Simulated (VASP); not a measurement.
**InP: relaxation of cell and atoms with LDA**

InP:

```xyz
2
Lattice="0.0000 2.9305 2.9305 2.9305 0.0000 2.9305 2.9305 2.9305 0.0000" Properties=species:S:1:pos:R:3 pbc="T T T"
In    0.0000    0.0000    0.0000
P     4.3957    4.3957    4.3957
```

```
Program                : VASP 6.6.1
Task                   : relaxation of cell and atoms
Functional             : LDA
Potentials or basis    : VASP PAW LDA potentials, release 64 (In_d, P)
Cutoff                 : 600 eV
k mesh                 : 8 × 8 × 8
Occupations            : fermi-dirac, width 0.05 eV
Spin                   : no spin polarisation
Target pressure        : 30 GPa
Further INCAR settings : ALGO = Fast; EDIFF = 1e-06; IBRION = 2; EDIFFG = -0.02; NSW = 60; ISIF = 3
Target pressure        : 30 GPa
```

```yaml
Relaxed_volume: 19.40 Å³/atom
Relaxed_cell: a = 3.800 Å, b = 3.800 Å, c = 3.800 Å, α = 60.00°, β = 60.00°, γ = 60.00°
Space_group_after_relaxing_to_0.05_Å: F-43m (No. 216)
Energy_change_on_relaxing_the_enthalpy_is_what_falls: +399.7 meV/atom
Ionic_steps: 8
Pressure_after_relaxing: 30.0 GPa
Band_gap_on_the_k_mesh: 1.06 eV, indirect (least direct gap 1.83 eV)
```

The path:
```
step  energy change (eV)  largest force (eV/Å)  pressure (GPa)  volume (Å³)
   1              0.0000                0.0000           -1.10        50.33
   2             31.9028                0.0000          350.19        22.47
   3              8.6675                0.0000           15.45        44.24
   4              1.3194                0.0000           20.79        42.07
   5              0.7474                0.0000           28.80        39.09
   6              0.8181                0.0000           30.63        38.71
   7              0.7489                0.0000           28.64        39.08
   8              0.7993                0.0000           29.98        38.81
```

Final structure:
```cif
data_structure
_symmetry_space_group_name_H-M 'P 1'
_symmetry_Int_Tables_number 1
_cell_length_a 3.8002
_cell_length_b 3.8002
_cell_length_c 3.8002
_cell_angle_alpha 60.000
_cell_angle_beta 60.000
_cell_angle_gamma 60.000
_cell_volume 38.81
loop_
_atom_site_label
_atom_site_type_symbol
_atom_site_fract_x
_atom_site_fract_y
_atom_site_fract_z
_atom_site_occupancy
In1 In 0.00000 0.00000 0.00000 1
P1 P 0.75000 0.75000 0.75000 1
```

Levels at points of the mesh, in eV from the valence-band top:
```
           k point  band 6  band 7  band 8  band 9  band 10  band 11  band 12  band 13
(0.00, 0.00, 0.00)  -13.70    0.00    0.00    0.00     1.83     3.79     3.79     3.79
(0.50, 0.00, 0.00)  -10.89   -7.53   -1.47   -1.47     1.90     4.58     4.58     7.14
(0.50, 0.50, 0.00)   -9.93   -7.21   -3.43   -3.43     1.06     1.88    10.79    11.06
```

It took 4.1 min on 1 thread of Intel(R) Xeon(R) 6975P-C (Granite Rapids), with other jobs on the host, peak memory 0.21 GiB.

Caveat: the cell is relaxed towards a set pressure, so the enthalpy falls and the energy may rise; the volume moved by over 15 % at a fixed basis, so the end points are rough; spin-orbit coupling is left out, which moves the levels of the heavy elements. Zero-point motion and thermal expansion aren't in these numbers.
